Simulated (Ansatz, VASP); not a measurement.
# Cross-check of ZnSe (Stilleite) between VASP and Ansatz, part 2 of 2

Wanted: the spread between two codes on one cell, functional and k mesh.

VASP 6.6.1 and Ansatz 0.2.0.

So far: The starting structure; VASP: band structure, r2SCAN-EpsX with an exact-exchange share of 0.129.

### 3. Ansatz: band structure, r2SCAN-EpsX with an exact-exchange share of 0.129

Level of this step: Ansatz beside VASP: Kohn-Sham DFT, plane waves, r2SCAN-EpsX (Ansatz).

Ansatz runs on its default PAW (the set named soft_2) files.

The same cell, functional, mesh and smearing now go to Ansatz, which takes its cutoff from its data sets.

input.yaml reads:

```yaml
crystal:
  lattice:
    - [0.0, 2.8338, 2.8338]
    - [2.8338, 0.0, 2.8338]
    - [2.8338, 2.8338, 0.0]
  atoms:
    - { symbol: Zn, position: [0.0, 0.0, 0.0] }
    - { symbol: Se, position: [0.25, 0.25, 0.25] }
hamiltonian:
  xc: { exchange: r2scan, correlation: r2scan, exx: { coeff: 0.129 } }
  pseudopotentials: { kind: paw }
kpoints:
  mp_grid: { grid: [4, 4, 4] }
  band_path:
    path:
      - [0.0, 0.0, 0.0]
      - [0.5, 0.0, 0.5]
      - [0.5, 0.2, 0.7]
      - [0.4, 0.35, 0.75]
      - [0.15, 0.15, 0.3]
      - [0.2, 0.2, 0.2]
      - [0.55, 0.4, 0.55]
      - [0.6, 0.25, 0.65]
      - [0.5, 0.25, 0.75]
      - [0.5, 0.5, 0.5]
      - [0.375, 0.375, 0.75]
      - [0.5, 0.0, 0.5]
    npoints: 1
scf:
  occupations: { method: gaussian, width: 0.02 }
  n_extra_bands: 7
output:
  forces: true
  stress: true
  eigenvalues: true
  write_density: true
  write_potential: true
  elf: true
  volumetric_format: npy
```

Launch:

```sh
$ ansatz run input.yaml --threads 4 --pin off --max-ram 9216MiB --backend cpu --events-out ev --progress --plain --runs-dir out
```

Numbers of over 12 decimals in the logs are rounded to 6 here.

The log of the run:

```text
Warning: output.stress: scf.convergence.dr2_threshold = 1e-7 eV (the SCF's general default) is looser than the 2e-10 eV advised for a printed stress (1e-10 eV for each atom of the cell: 2). What an SCF threshold leaves in a stress goes as its square root, and in the free energy as the threshold itself, and one threshold admits the most on a small cell: [figures from the program's tests cut] Set scf.convergence.dr2_threshold to 2e-10 eV or tighter. The threshold is an SCF's pass mark: one that does not reach it within its budget of iterations ends unconverged, or closes short of it on a stop that the run arms, and scf.convergence.dr2_threshold's page says what that costs each kind of run
Warning: output.stress: scf.exx.energy_threshold = 1e-6 eV is looser than the 2e-8 eV advised for a stress under a hybrid functional (1e-8 eV for each atom of the cell: 2). Every SCF of the exchange loop can meet its threshold on dr2 while the loop round them stops early: no threshold on dr2 bounds what that leaves in the stress. Set scf.exx.energy_threshold to 2e-8 eV or tighter. The threshold is the loop's pass mark: a loop that does not reach it within its budget of cycles ends unconverged, and scf.exx.energy_threshold's page has the law
scf.n_extra_bands = 7 over 14 filled bands (N_el = 28.0): the run solves 21 bands
Engine: ansatz 0.2.0, x86_64-unknown-linux-gnu
Pseudopotentials: kind: paw
Pseudopotential: Zn, paw, valence charge 12, recommended cutoff 500 eV (meta_gga), Zn.paw.azcp
Pseudopotential: Se, paw, valence charge 16, recommended cutoff 500 eV (meta_gga), Se.paw.azcp
Functional definition: unnamed
  parameter a_1 = 0.129
  exchange = (1 - a_1)*r2scan_x + a_1*exact_x
  correlation = r2scan_c
Crystal: 2 atoms, lattice volume = 45.513 Å³
Basis set: ecut = 500 eV, 1139 PW (Γ), exchange–correlation on 120×120×120 points (64 copies of the dense FFT grid, shifted against one another)
Bands: 21, of which v1, the nominal top of the filled ones, is band 14 counted from 1 (13 counted from 0)
Symmetry: 24 space group operations
Space group: F-43m (ITA 216), of the structure as read, at distance tolerance 3.6e-5 Å
k-points: 8 of 64 (time reversal used)
Non-local potential: Zn, projectors of the file, l = 0: 2, l = 1: 2, l = 2: 3, l = 3: 1
Non-local potential: Se, projectors of the file, l = 0: 2, l = 1: 2, l = 2: 3, l = 3: 1
PAW form: soft (Blöchl's): semilocal exchange-correlation on the pseudo side does not see the compensation charge
PAW frozen core: Zn, regenerated for the run's functional, and the local potential with it (the file was generated under x = pbe(κ = 0.804, μ = 0.219515), c = pbe(β = 0.066725))
PAW frozen core: Se, regenerated for the run's functional, and the local potential with it (the file was generated under x = pbe(κ = 0.804, μ = 0.219515), c = pbe(β = 0.066725))
PAW one-centre angular grid: Zn, 590 points (default); XC on 261 of its mesh's 2673 points in the sphere
PAW one-centre angular grid: Se, 590 points (default); XC on 160 Gauss nodes
Initial density: superposition of atomic densities (neutral atoms: chi_scale 0, normalization atom), corrected by the library's trained network
Initial wavefunctions: pseudopotential atomic-orbital guess
Functional: x = r2scan, c = r2scan; τ floored in thin density (d = 2e-4 eV/Å³), warm-up for x = 0.871 r2scan + 0.129 exact, c = r2scan; τ floored in thin density (d = 2e-4 eV/Å³)
SCF iter   1: F=—  HF=-8805.447601 eV  |F-HF|=—  |Δ(HF+E_count)|=         —  Δρ=1.51e-2  dr2=4.90e-2  dr2_τ=6.22e-3  ethr=1.77e-3  ⟨swp⟩=11.6  Hψ=845  notcnv=0
preconditioner: auto → none  [insulator: Δε(μ)=1.860 eV  Ē_g=15.412 eV  σ=0.020 eV  W_gap=1.00  n_scr=14 (ndim 8)  ℏωp=23.4 eV  f_vac=0.116  D(μ)=0.00/eV (n_scr^D=0)]
SCF iter   2: F=—  HF=-8805.446120 eV  |F-HF|=—  |Δ(HF+E_count)|=   1.48e-3  Δρ=3.37e-3  dr2=6.13e-3  dr2_τ=2.23e-4  ethr=1.75e-4  ⟨swp⟩=4.6  Hψ=513  notcnv=0  defer=1
SCF iter   3: F=—  HF=-8805.442409 eV  |F-HF|=—  |Δ(HF+E_count)|=   3.71e-3  Δρ=2.95e-3  dr2=1.67e-3  dr2_τ=1.65e-5  ethr=2.19e-5  ⟨swp⟩=4.0  Hψ=496  notcnv=0
iter 4 solved again at ethr=5.35e-7 eV; its pass at ethr=5.96e-6 eV (dr2=1.50e-4 eV) is discarded
SCF iter   4: F=-8805.442552 eV  HF=-8805.442588 eV  |F-HF|=3.69e-5  |Δ(HF+E_count)|=   1.79e-4  Δρ=6.62e-4  dr2=1.14e-4  dr2_τ=4.38e-6  ethr=5.35e-7  ⟨swp⟩=3.0  Hψ=645  notcnv=0
eigensolver tolerance schedule: the retry pair's looser diagonalisation over-reported the residual by 0.32 of it (diagonalisation noise at 0.36 of the residual, at the tolerance the schedule requests for it); recorded, not acted on — ethr = c·dr2/N_el stays at c = 1.0e-1
SCF 1 stopped early in 4 iterations: F = -8805.442552 eV  dr2 = 1.14e-4
  greatest PAW one-centre occupation: 1.000 electrons in one spin orbital (limit 2), on the Se atom at site 1 (counted from 0), in its partial waves of l = 2
Initial density: handed on by an earlier stage of this run
Initial wavefunctions: those handed on with the density
Functional: x = 0.871 r2scan + 0.129 exact, c = r2scan; τ floored in thin density (d = 2e-4 eV/Å³)
Frozen-core exchange: fock
SCF iter   1: F=—  HF=-8804.394387 eV  |F-HF|=—  |Δ(HF+E_count)|=         —  Δρ=8.58e-3  dr2=1.72e-2  dr2_τ=1.98e-5  ethr=4.07e-6  ⟨swp⟩=5.6  Hψ=714  notcnv=0
preconditioner: auto → none  [insulator: Δε(μ)=2.660 eV  Ē_g=16.810 eV  σ=0.020 eV  W_gap=1.00  n_scr=14 (ndim 8)  ℏωp=23.4 eV  f_vac=0.124  D(μ)=0.00/eV (n_scr^D=0)]
SCF iter   2: F=—  HF=-8804.389590 eV  |F-HF|=—  |Δ(HF+E_count)|=   4.80e-3  Δρ=1.34e-3  dr2=5.59e-4  dr2_τ=2.12e-6  ethr=4.07e-6  ⟨swp⟩=4.2  Hψ=540  notcnv=0
SCF iter   3: F=—  HF=-8804.390794 eV  |F-HF|=—  |Δ(HF+E_count)|=   1.20e-3  Δρ=2.98e-4  dr2=6.38e-5  dr2_τ=1.85e-6  ethr=1.64e-6  ⟨swp⟩=3.4  Hψ=395  notcnv=0  defer=2
SCF iter   4: F=—  HF=-8804.390780 eV  |F-HF|=—  |Δ(HF+E_count)|=   1.43e-5  Δρ=1.46e-4  dr2=8.66e-6  dr2_τ=5.29e-7  ethr=2.11e-7  ⟨swp⟩=3.4  Hψ=373  notcnv=0
SCF iter   5: F=—  HF=-8804.390790 eV  |F-HF|=—  |Δ(HF+E_count)|=   1.04e-5  Δρ=4.17e-5  dr2=1.68e-6  dr2_τ=2.23e-8  ethr=2.47e-8  ⟨swp⟩=4.1  Hψ=412  notcnv=0
SCF iter   6: F=-8804.390790 eV  HF=-8804.390790 eV  |F-HF|=3.45e-9  |Δ(HF+E_count)|=   2.46e-7  Δρ=1.37e-5  dr2=4.19e-7  dr2_τ=1.10e-9  ethr=4.65e-9  ⟨swp⟩=3.2  Hψ=317  notcnv=0  defer=1
SCF 2 stopped early in 6 iterations: F = -8804.390790 eV  dr2 = 4.19e-7
hybrid outer 1: dexx = +1.248e-3 eV, tail = 3.38e-6 eV
Frozen-core exchange: fock
SCF iter   1: F=—  HF=-8804.390761 eV  |F-HF|=—  |Δ(HF+E_count)|=         —  Δρ=2.71e-5  dr2=1.92e-7  dr2_τ=2.36e-9  ethr=6.03e-8  ⟨swp⟩=5.6  Hψ=413  notcnv=0
preconditioner: auto → none  [insulator: Δε(μ)=2.673 eV  Ē_g=16.699 eV  σ=0.020 eV  W_gap=1.00  n_scr=14 (ndim 8)  ℏωp=23.4 eV  f_vac=0.127  D(μ)=0.00/eV (n_scr^D=0)]
SCF iter   2: F=—  HF=-8804.390761 eV  |F-HF|=—  |Δ(HF+E_count)|=   6.99e-9  Δρ=7.54e-6  dr2=2.22e-8  dr2_τ=2.30e-10  ethr=5.88e-10  ⟨swp⟩=4.0  Hψ=416  notcnv=0
SCF iter   3: F=—  HF=-8804.390761 eV  |F-HF|=—  |Δ(HF+E_count)|=  7.11e-10  Δρ=5.25e-6  dr2=1.46e-8  dr2_τ=6.88e-11  ethr=6.68e-11  ⟨swp⟩=4.0  Hψ=390  notcnv=0
SCF iter   4: F=-8804.390761 eV  HF=-8804.390761 eV  |F-HF|=1.96e-9  |Δ(HF+E_count)|=   2.77e-9  Δρ=2.72e-6  dr2=6.20e-9  dr2_τ=5.28e-12  ethr=3.94e-11  ⟨swp⟩=2.0  Hψ=286  notcnv=0
SCF 3 converged in 4 iterations: F = -8804.390761 eV  dr2 = 6.20e-9
  Residual-converged pass: ⟨swp⟩=3.4  Hψ=386  notcnv=0  max |occ|·‖R‖ = 2.3e-6 eV (tolerance 2.4e-6 eV)  dr2=5.64e-9  dr2_τ=5.07e-12  dr2_onsite=5.49e-10  max |Δocc| = 0.0e0
hybrid outer 2: dexx = +2.641e-8 eV, tail = 1.43e-8 eV, Δε = 9.58e-4 eV (about 1.02e-4 eV left of the loop's levels)
NSCF: frozen V_eff on 12 k-points
hybrid SCF converged: 2 outer / 10 inner (+4 warm-up), last move |dexx| = 2.64e-8 eV, tail = 1.43e-8 eV
Stability not checked: this state was not tested for a lower state beside it, because the functional holds exact exchange (a hybrid, or Hartree-Fock), whose exchange loop this test does not read (fock_operator; see scf.lower_state_search)
Free energy (F): -8804.390761 eV
Frozen-core exchange: fock
Harris-Foulkes:  -8804.390761 eV  (|F-HF|=1.96e-9)
Internal energy: -8804.390761 eV  (E = F + TS)
E sigma→0 (E₀):  -8804.390761 eV
Fermi energy:    7.359524 eV
--- Per-component energies (eV) ---
  E_band       = -440.132392
  E_kinetic    = 249.367428
  E_local      = -4403.137459  (includes V_loc(G=0)·N_el)
  E_nonlocal   = 24.679437
  E_hartree    = 2045.346127
  E_xc         = -196.095771
  E_vxc        = -139.425228  (∫ρ·V_xc dr)
  E_exx        = -62.862358  (= α·E_x^exact, valence–valence)
  E_paw        = -3738.878515  (= ΣΔE_a)
  E_vpaw       = -143.075559  (= ΣTr[D̂ρ^β])
  E_aug_tail   = -0.000232  (compensation charges beyond the density's cutoff)
  E_vtau       = 6.493936  (kinetic-family band-sum trace: ∫τ·v_τ [+ j·A + Jᵃ·Aᵃ] dr)
  E_ewald      = -2720.942845
  E_core_change = -1.866569  (= ΣΔE_core)
  E_smearing   = -0.000000  (= −TS)
  E_closure    = -0.000003  (closes the sum)
  Σ components = -8804.390761   (vs F -8804.390761, Δ=0.00e0)
--- Forces (eV/Å), atoms counted from 1 ---
  atom   1  Zn     0.00000000    -0.00000000    -0.00000000
  atom   2  Se    -0.00000000     0.00000000     0.00000000
  max |Σ_I F_I| component: 2.41e-16 eV/Å
--- Stress (GPa, compression-positive) ---
        0.159611      -0.000000      -0.000000
        0.000000       0.159611       0.000000
       -0.000000       0.000000       0.159611
  P = ⅓ Tr σ = 0.1596 GPa (1.596 kbar)
--- Band table (eV; the first three rows and the last of 8) ---
  k-point 0: bands = [... 10 lower, -1.2230, 6.0227, 6.0227, 6.0227, 8.6962, 13.2087, 13.2087, 13.2087, ... 3 higher]
  k-point 1: bands = [... 10 lower, -1.2232, 2.8573, 5.5275, 5.5275, 10.1334, 13.8610, 13.8610, 13.9821, ... 3 higher]
  k-point 2: bands = [... 10 lower, -1.0502, 0.5408, 5.1132, 5.1132, 9.9026, 13.7438, 13.7438, 15.9380, ... 3 higher]
  k-point 7: bands = [... 10 lower, -0.8999, 1.1627, 3.0626, 3.2510, 12.6303, 13.0701, 14.5004, 15.0532, ... 3 higher]
```

Elapsed: 19 s, on 4 threads of AMD EPYC 9R14 (Zen 4), shared host; peak memory 0.98 GiB.

In the SCF lines HF is the Harris–Foulkes energy and dr2 the Hartree energy of the density residual, in eV; the loop may stop once dr2 is under the threshold and the program's other checks hold. Hψ counts applications of the Hamiltonian.

### 4. Differences

Known differences besides the potentials themselves: exact exchange at q = 0 is treated differently, which shows on coarse meshes; VASP keeps PBE cores, Ansatz makes them for the functional; the data sets hold 28 valence electrons in Ansatz (default PAW (the set named soft_2) files) and 18 in VASP; the cutoff is 500 eV in Ansatz and 400 eV in VASP; VASP takes a coarser grid for exact exchange (PRECFOCK = Fast). Total energies have different zeros and are not compared.

The two programs side by side:

| quantity | Ansatz | VASP | difference |
| --- | --- | --- | --- |
| gap over the path points (eV) | 2.674 | 2.679 | -0.005 |

Levels at points of the path, from each program's valence-band top (eV; 4 filled, then empty):

| k (reciprocal lattice) | Ansatz | VASP |
| --- | --- | --- |
| 0.000 0.000 0.000 | -7.25 0.00 0.00 0.00 2.67 7.19 7.19 | -7.19 0.00 0.00 0.00 2.68 7.18 7.18 |
| 0.500 0.000 0.500 | -7.04 -5.04 -2.30 -2.30 4.05 4.69 12.47 | -6.99 -5.03 -2.30 -2.30 4.06 4.69 12.49 |
| 0.500 0.200 0.700 | -6.93 -4.88 -2.90 -2.73 6.12 6.64 9.08 | -6.88 -4.88 -2.89 -2.73 6.13 6.64 9.08 |
| 0.400 0.350 0.750 | -6.95 -4.91 -3.26 -1.96 4.90 6.94 10.25 | -6.90 -4.91 -3.25 -1.96 4.90 6.94 10.25 |
| 0.150 0.150 0.300 | -7.24 -2.78 -1.25 -0.31 4.78 6.98 7.80 | -7.18 -2.78 -1.25 -0.31 4.78 6.98 7.80 |
| 0.200 0.200 0.200 | -7.25 -2.42 -0.35 -0.35 4.04 7.45 7.72 | -7.19 -2.41 -0.35 -0.35 4.04 7.45 7.72 |
| 0.550 0.400 0.550 | -7.04 -5.29 -1.92 -1.18 4.88 7.10 8.44 | -6.99 -5.29 -1.92 -1.18 4.88 7.10 8.44 |
| 0.600 0.250 0.650 | -6.95 -4.91 -3.26 -1.96 4.90 6.94 10.25 | -6.90 -4.91 -3.25 -1.96 4.90 6.94 10.25 |
| 0.500 0.250 0.750 | -6.92 -4.86 -2.96 -2.77 6.61 7.05 8.48 | -6.87 -4.86 -2.95 -2.77 6.61 7.04 8.48 |
| 0.500 0.500 0.500 | -7.07 -5.48 -0.91 -0.91 3.88 7.72 7.72 | -7.02 -5.48 -0.91 -0.91 3.88 7.72 7.72 |

Among the levels compared at these points, filled levels agree within 54 meV and empty ones within 12 meV.

### 5. Summary of results

```yaml
difference_in_gap_over_the_path_points_band_structure_r2scan_epsx_with_an_exact_exchange_share_of_0p129: -0.0051 eV
```

The difference in gap over the path points is -0.0051 eV (band structure, r2SCAN-EpsX with an exact-exchange share of 0.129), within the 0.08 eV picked in this series as the mark of a large difference. How closely two codes agree says nothing of how well the functional describes the real material.

[Lines on the potential files, build, host, timing and source positions are cut from VASP's logs without a mark.]

[Logs are printed without paths, hosts, clocks, repeated set-up lines and the standing remarks that a program may print on its own settings, such as how far it seeks lower states.]

[Hosts, paths, dates, database ids (printed as entryN), source tags and the programs' standing remarks are cut or masked in the printed files.]
